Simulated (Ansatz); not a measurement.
# C (diamond type): the dielectric function from several functionals, part 2 of 2

How does C (diamond type) absorb light if electrons and holes don't interact? Plan: HSE06 for the gap; optics with PBE on 10×10×10; optics with r2SCAN on 10×10×10; optics with PBE and scissors to the HSE06 gap on 10×10×10.

Ansatz 0.2.0; plane waves, PAW; no local fields, no excitons. Earlier steps stand in the parts before.

**4. Optics, r2SCAN**

input.yaml

```yaml
crystal:
  lattice:
    - [0.0, 1.7801241411, 1.7801241411]
    - [1.7801241411, 0.0, 1.7801241411]
    - [1.7801241411, 1.7801241411, 0.0]
  atoms:
    - { symbol: C, position: [0.0, 0.0, 0.0] }
    - { symbol: C, position: [0.25, 0.25, 0.25] }
kpoints:
  mp_grid: { grid: [10, 10, 10] }
hamiltonian:
  xc: r2scan
scf:
  occupations: { method: fixed }
output:
  optics:
    e_range: [0, 18]
    de: 0.05
    sigma: 0.1
    bands: { spectra_wanted_up_to: 18 }
```

Launch:

```bash
$ ansatz run input.yaml --threads 4 --pin off --max-ram 3686MiB --backend cpu --events-out ev --progress --plain --runs-dir out
```

Output:

```text
Warning: RAYON_NUM_THREADS=4 ignored (pool sized by the plan → 4); use --threads N
Engine: ansatz 0.2.0, aarch64-unknown-linux-gnu
Pseudopotentials: kind: paw
Pseudopotential: C, paw, valence charge 4, recommended cutoff 500 eV (meta_gga), C.paw.azcp
Functional definition: r2SCAN
  parameter k0 = 0.174
  parameter k1 = 0.065
  parameter a1 = 4.9479
  exchange = r2scan_x(k0 = k0, k1 = k1, a1 = a1)
  correlation = r2scan_c
Crystal: 2 atoms, lattice volume = 11.282 Å³
Basis set: ecut = 500 eV, 283 PW (Γ), exchange–correlation on 80×80×80 points (64 copies of the dense FFT grid, shifted against one another)
Bands: 8, of which v1, the nominal top of the filled ones, is band 4 counted from 1 (3 counted from 0)
Symmetry: 48 space group operations
Space group: Fd-3m (ITA 227), of the structure as read, at distance tolerance 2.2e-5 Å
k-points: 47 of 1000
Non-local potential: C, projectors of the file, l = 0: 2, l = 1: 2, l = 2: 1
PAW form: soft (Blöchl's): semilocal exchange-correlation on the pseudo side does not see the compensation charge
PAW frozen core: C, regenerated for the run's functional (the file was generated under x = pbe(κ = 0.804, μ = 0.2195149727645171), c = pbe(β = 0.06672455060314922))
PAW one-centre angular grid: C, 302 points (default); XC on 239 of its mesh's 2573 points in the sphere
Initial density: superposition of atomic densities (neutral atoms: chi_scale 0, normalization atom), corrected by the library's trained network
Initial wavefunctions: pseudopotential atomic-orbital guess
Functional: x = r2scan, c = r2scan; τ floored in thin density (d = 2e-4 eV/Å³)
SCF iter   1: F=—  HF=-503.055140 eV  |F-HF|=—  |Δ(HF+E_count)|=         —  Δρ=8.87e-3  dr2=2.39e-3  dr2_τ=3.87e-1  ethr=1.77e-3  ⟨swp⟩=4.0  Hψ=2264  notcnv=0  defer=67
preconditioner: auto → none  [insulator: Δε(μ)=4.344 eV  Ē_g=20.867 eV  n_scr=0 (ndim 8)  ℏωp=31.3 eV  f_vac=0.000  ε∞_Penn≈3.2]
SCF iter   2: F=—  HF=-503.111394 eV  |F-HF|=—  |Δ(HF+E_count)|=   5.63e-2  Δρ=5.57e-3  dr2=9.68e-4  dr2_τ=5.84e-5  ethr=2.99e-5  ⟨swp⟩=2.7  Hψ=1082  notcnv=0  defer=88
SCF iter   3: F=—  HF=-503.111421 eV  |F-HF|=—  |Δ(HF+E_count)|=   2.70e-5  Δρ=1.84e-3  dr2=1.15e-4  dr2_τ=1.63e-5  ethr=1.21e-5  ⟨swp⟩=3.0  Hψ=633  notcnv=0  defer=91
SCF iter   4: F=—  HF=-503.111453 eV  |F-HF|=—  |Δ(HF+E_count)|=   3.27e-5  Δρ=3.71e-4  dr2=4.62e-6  dr2_τ=3.07e-7  ethr=1.43e-6  ⟨swp⟩=1.6  Hψ=463  notcnv=0  defer=8
SCF iter   5: F=—  HF=-503.111454 eV  |F-HF|=—  |Δ(HF+E_count)|=   6.30e-7  Δρ=9.06e-5  dr2=2.80e-7  dr2_τ=3.06e-8  ethr=5.78e-8  ⟨swp⟩=1.4  Hψ=425  notcnv=0
SCF iter   6: F=—  HF=-503.111455 eV  |F-HF|=—  |Δ(HF+E_count)|=   1.36e-6  Δρ=5.76e-6  dr2=1.09e-9  dr2_τ=1.62e-10  ethr=3.50e-9  ⟨swp⟩=2.2  Hψ=560  notcnv=0
SCF iter   7: F=-503.111455 eV  HF=-503.111455 eV  |F-HF|=3.24e-12  |Δ(HF+E_count)|=  9.54e-10  Δρ=3.45e-7  dr2=3.72e-12  dr2_τ=4.71e-13  ethr=1.00e-12  ⟨swp⟩=2.4  Hψ=1752  notcnv=0
SCF 1 converged in 7 iterations: F = -503.111455 eV  dr2 = 3.72e-12
NSCF: frozen V_eff on 47 k-points
Optics k sum: 0 of 47 k-points
[...]
NSCF: frozen V_eff on 1 k-points
NSCF: frozen V_eff on 1 k-points
output.optics: what the bands over the 12 summed would add to eps1, eps2 and the energy-loss function is held between a lower and an upper bound (4 Lanczos steps). eps1, eps2 and their loss function (loss_summed_bands) are given on every row as the summed bands alone make them. Along an axis, on a row where the two bounds hold the loss function to about 1 % of the greater of itself and 0.5 % of |1/eps|, its cell (loss_completed) is given, with the completed eps1 and eps2 that it is formed of (a cell that is left empty reads nan in the table and null in the record). The two bounds hold it so along every axis on all 361 rows up to 18.000 eV. The run works to bound the rows up to 18.000 eV and no higher ones: a peak of the loss function over that energy may be left empty with no warning. To have the run work for it, set output.optics.bands.spectra_wanted_up_to to a higher energy. perfect_screening_sum, loss_f_sum_n_eff and, beside carriers, perfect_screening_limit are those of loss_summed_bands: over the bounded function the two sums would run over rows that are not all bounded, and lack what the bands left out lay past the top of the energy grid. Bounded is said of the bands left out alone, which are those that the basis at basis.ecutwfc holds: it says nothing of that cutoff, of the k-point mesh, of what the sum inside its cells errs by (eps2_relative_error), of the factors of all_electron_strengths, nor of how far the SCF is converged. The bands left out are taken at the k-points, and what their mean over the points' cells stands off that by is in neither bound: the run's estimate of it, which the test of a row counts in, is 0.02 % of |eps| at the most among the values given; where the mean stood off by over 0.5 % the points' spread read 0.1 to 3 times that
SCF converged after 7 iterations
Free energy (F): -503.111455 eV
Harris-Foulkes:  -503.111455 eV  (|F-HF|=3.24e-12)
Internal energy: -503.111455 eV  (E = F + TS)
E sigma→0 (E₀):  -503.111455 eV
Fermi energy:    13.387466 eV
--- Per-component energies (eV) ---
  E_band       = 30.781656
  E_kinetic    = 184.522143
  E_local      = -120.750629  (includes V_loc(G=0)·N_el)
  E_nonlocal   = 52.587117
  E_hartree    = 26.605537
  E_xc         = -95.962058
  E_vxc        = -132.609461  (∫ρ·V_xc dr)
  E_paw        = -201.468194  (= ΣΔE_a)
  E_vpaw       = -13.175758  (= ΣTr[D̂ρ^β])
  E_aug_tail   = 0.000008  (compensation charges beyond the density's cutoff)
  E_vtau       = 6.997165  (kinetic-family band-sum trace: ∫τ·v_τ [+ j·A + Jᵃ·Aᵃ] dr)
  E_ewald      = -348.595832
  E_core_change = -0.049547  (= ΣΔE_core)
  E_smearing   = -0.000000  (= −TS)
  E_closure    = 0.000000  (closes the sum)
  Σ components = -503.111455   (vs F -503.111455, Δ=0.00e0)
--- Band table (eV; the first three rows and the last of 47) ---
  k-point 0: bands = ["-9.3609", "13.3875", "13.3875", "13.3875", "19.2830", "19.2830", "19.2830", "27.2914"]
  k-point 1: bands = ["-9.0710", "11.5911", "12.9104", "12.9104", "19.9106", "19.9106", "20.2911", "27.5832"]
  k-point 2: bands = ["-8.2066", "8.1816", "11.9762", "11.9762", "21.1181", "21.1181", "21.5359", "28.3925"]
  k-point 46: bands = ["0.4632", "0.4632", "4.8421", "4.8421", "23.3187", "23.3187", "27.6887", "27.6887"]
```

Wall time 1.5 s (4 threads of Arm Neoverse V2, shared host); peak memory 0.47 GiB.

optics.tsv begins:

```
# eps_inf(xx yy zz) = 5.710046 5.710046 5.710046
# eps_inf_bands = all
# eps_inf_summed_bands(xx yy zz) = 5.673737 5.673737 5.673737
# eps_inf_completed(xx yy zz) = 5.710046 5.710046 5.710046
# eps2_relative_error = 0.0026
# eps_inf_relative_error = 0.0048
# f_sum_n_eff(xx yy zz) = 7.114534 7.114534 7.114534 of n_electrons = 8.000000
# n_bands = 12
# n_bands_set_by = photon_energy
# valid_up_to_ev = 27.844105
# least_direct_gap_ev = 5.895568e0 at k(fractional) = 0.000000 0.000000 0.000000, k_point = 0, channel = 0, bands = 3 4 (counted from 0)
```

The dielectric function from optics.tsv (isotropic), one row in 16 (narrow peaks fall between the rows):

```tsv
E (eV)	ε₂ xx	ε₁ xx
5.70	0.00	8.16
6.50	2.06	8.78
7.30	2.88	8.50
8.10	3.49	8.55
8.90	4.21	8.84
9.70	5.25	9.42
10.50	6.96	10.63
11.30	11.59	14.20
12.10	18.41	-6.26
12.90	9.82	-5.01
13.70	6.89	-3.98
14.50	5.60	-3.23
15.30	4.98	-3.13
16.10	3.95	-2.92
16.90	3.12	-2.82
17.70	2.47	-2.51
```

Tallest peaks of ε₂: 32.8 at 11.75 eV.

**5. Optics, PBE + 1.39 eV scissors**

The scissors of 1.390 eV comes from the difference of HSE06 and PBE direct gaps in separate runs.

input.yaml, as its differences from that of step 4:

```diff
@@ -11,3 +11,3 @@
 hamiltonian:
-  xc: r2scan
+  xc: pbe
 scf:
@@ -20 +20,2 @@
     bands: { spectra_wanted_up_to: 18 }
+    scissors: 1.39
```

Launch:

```bash
$ ansatz run input.yaml --threads 4 --pin off --max-ram 3686MiB --backend cpu --events-out ev --progress --plain --runs-dir out
```

Output (excerpt; [...] marks lines left out):

```text
Warning: RAYON_NUM_THREADS=4 ignored (pool sized by the plan → 4); use --threads N
[...]
Pseudopotentials: kind: paw
Pseudopotential: C, paw, valence charge 4, recommended cutoff 420 eV (normal), C.paw.azcp
Functional definition: PBE
[...]
Crystal: 2 atoms, lattice volume = 11.282 Å³
Basis set: ecut = 420 eV, 229 PW (Γ)
Bands: 8, of which v1, the nominal top of the filled ones, is band 4 counted from 1 (3 counted from 0)
Symmetry: 48 space group operations
Space group: Fd-3m (ITA 227), of the structure as read, at distance tolerance 2.2e-5 Å
k-points: 47 of 1000
[...]
SCF iter   1: F=—  HF=-501.614263 eV  |F-HF|=—  |Δ(HF+E_count)|=         —  Δρ=1.73e-3  dr2=7.72e-5  ethr=1.77e-3  ⟨swp⟩=3.9  Hψ=2240  notcnv=0  defer=69
[...]
SCF iter   7: F=-501.614362 eV  HF=-501.614362 eV  |F-HF|=1.14e-13  |Δ(HF+E_count)|=  2.27e-12  Δρ=8.07e-8  dr2=5.04e-13  ethr=1.00e-12  ⟨swp⟩=3.5  Hψ=1357  notcnv=0
[...]
NSCF: frozen V_eff on 47 k-points
[...]
NSCF: frozen V_eff on 1 k-points
NSCF: frozen V_eff on 1 k-points
[...]
SCF converged after 7 iterations
Free energy (F): -501.614362 eV
[...]
E sigma→0 (E₀):  -501.614362 eV
Fermi energy:    13.415101 eV
[...]
--- Band table (eV; the first three rows and the last of 47) ---
  k-point 0: bands = ["-8.1373", "13.4151", "13.4151", "13.4151", "19.0243", "19.0243", "19.0243", "26.8181"]
[...]
```

Run time: 1.1 s. Hardware: 4 threads of Arm Neoverse V2, shared host; peak memory 0.42 GiB.

optics.tsv begins:

```
# eps_inf(xx yy zz) = 5.397372 5.397372 5.397372
# eps_inf_bands = all
# eps_inf_summed_bands(xx yy zz) = 5.347684 5.347684 5.347684
# eps_inf_completed(xx yy zz) = 5.397372 5.397372 5.397372
# eps2_relative_error = 0.0026
# eps_inf_relative_error = 0.0044
# f_sum_n_eff(xx yy zz) = 6.631544 6.631544 6.631544 of n_electrons = 8.000000
# n_bands = 11
# n_bands_set_by = photon_energy
# valid_up_to_ev = 24.928249
# least_direct_gap_ev = 5.609159e0 at k(fractional) = 0.000000 0.000000 0.000000, k_point = 0, channel = 0, bands = 3 4 (counted from 0)
```

The dielectric function from optics.tsv (isotropic), one row in 15 (narrow peaks fall between the rows):

```tsv
E (eV)	ε₂ xx	ε₁ xx
6.80	0.00	8.24
7.55	2.14	8.97
8.30	3.02	8.67
9.05	3.64	8.72
9.80	4.37	9.00
10.55	5.40	9.59
11.30	7.06	10.78
12.05	11.22	14.09
12.80	21.85	-6.70
13.55	10.98	-5.50
14.30	7.59	-4.50
15.05	6.03	-3.61
15.80	5.25	-3.33
16.55	4.19	-3.21
17.30	3.51	-3.16
```

Tallest peaks of ε₂: 33.9 at 12.55 eV.

**6. The levels side by side**

| level | mesh | least direct gap on the mesh (eV) | ε∞ | tallest peak of ε₂ | time |
| --- | --- | --- | --- | --- | --- |
| PBE | 10×10×10 | 5.61 | 5.95 | 33.9 at 11.15 eV | 1.1 s |
| r2SCAN | 10×10×10 | 5.90 | 5.71 | 32.8 at 11.75 eV | 1.5 s |
| PBE + 1.39 eV scissors | 10×10×10 | 7.00 | 5.40 | 33.9 at 12.55 eV | 1.1 s |

**7. What came out**

This closing draws on all 2 parts.

```
                                  quantity             value
                                   ε∞, PBE              5.95
                                ε∞, r2SCAN              5.71
                ε∞, PBE + 1.39 eV scissors              5.40
                   tallest peak of ε₂, PBE  33.9 at 11.15 eV
                tallest peak of ε₂, r2SCAN  32.8 at 11.75 eV
tallest peak of ε₂, PBE + 1.39 eV scissors  33.9 at 12.55 eV
                          HSE06 direct gap           7.00 eV
```

In words: From PBE to PBE + 1.39 eV scissors the direct gap grows from 5.61 to 7.00 eV, and ε∞ goes from 5.95 to 5.40: a wider gap screens less. Local fields and excitons are left out: both change ε∞, and without excitons the onset lacks its lines.
